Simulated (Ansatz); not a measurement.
**The polar optical mode of NaCl at -1 GPa, worked through**

Level of theory: DFT PBE, scalar-relativistic, plane waves, PAW (Ansatz). Plane waves to 420 eV; Γ-centred k mesh 8×8×8; fixed occupations. No spin polarisation. Phonons by linear response, acoustic sum rule imposed.

The cell, relaxed at -1 GPa:
```xyz
2
Lattice="0.0000 2.8930 2.8930 2.8930 0.0000 2.8930 2.8930 2.8930 0.0000" Properties=species:S:1:pos:R:3 pbc="T T T"
Na    0.0000    0.0000    0.0000
Cl    2.8930    2.8930    2.8930
```

Linear response gives ν_TO = 131.8 cm⁻¹, Born charges ±1.117 e (positive on Na) and ε∞ = 2.441. The primitive cell holds 48.426 Å³, and the masses are 22.990 and 35.450 amu.

**Question.** Find ν_LO and the static dielectric constant.

**Answer.** The long-wave field adds a restoring force: ω_LO² − ω_TO² = Z*²e²/(ε_vac ε∞ μV). In these units ν_LO² − ν_TO² = 4.92064×10⁷ Z*²/(μ V ε∞) cm⁻², with μ = m₁m₂/(m₁ + m₂) = 13.946 amu: 37233 cm⁻². So ν_LO = √(131.8² + 37233) = 233.7 cm⁻¹, and the run gives 233.7. Lyddane–Sachs–Teller then gives ε0 = ε∞ (ν_LO/ν_TO)² = 7.67, against 7.67 in the run (it forms both from the same three quantities, so the match checks the arithmetic only). Between ν_TO and ν_LO the dielectric function is negative and an undamped crystal reflects fully: a reststrahlen band from 42.8 to 75.9 μm.

**Question.** What do the Clausius–Mossotti polarisability and the Szigeti charge come to?

**Answer.** With the Lorentz local field, α = (3V/4π)(ε∞ − 1)/(ε∞ + 2) = 3.75 Å³ for the pair, and e_S = 3Z*/(ε∞ + 2) = 0.75 e. The Born charge includes the electrons' response to the dipole's own local field, and e_S takes that enhancement out. The Lorentz field assumes point-like polarisable ions, a fair picture at this small ε∞.

**Question.** How strongly does a slow electron couple to the LO mode?

**Answer.** For one isotropic parabolic band, Fröhlich's constant is α_F = (1/ε∞ − 1/ε0) √(m* Ry/ħω_LO), with Ry = 13.606 eV, ħω_LO = 29.0 meV and m* in free-electron masses: α_F = 0.2793 × 21.67 × √m* = 6.05 √m*. The band mass isn't part of this run; for m* = 0.1, 0.3 and 1 it gives 1.91, 3.32, 6.05. In weak coupling the polaron lies α_F ħω_LO below the band edge (96 meV at m* = 0.3) with a mass m*(1 + α_F/6); past α_F of about 5 or 6 that expansion fails. A semilocal functional's ε∞ tends to be too large, which taken alone lowers α_F.

Cost: 1 run of about 0.45 core-minutes, on Arm Neoverse N1 (shared hosts).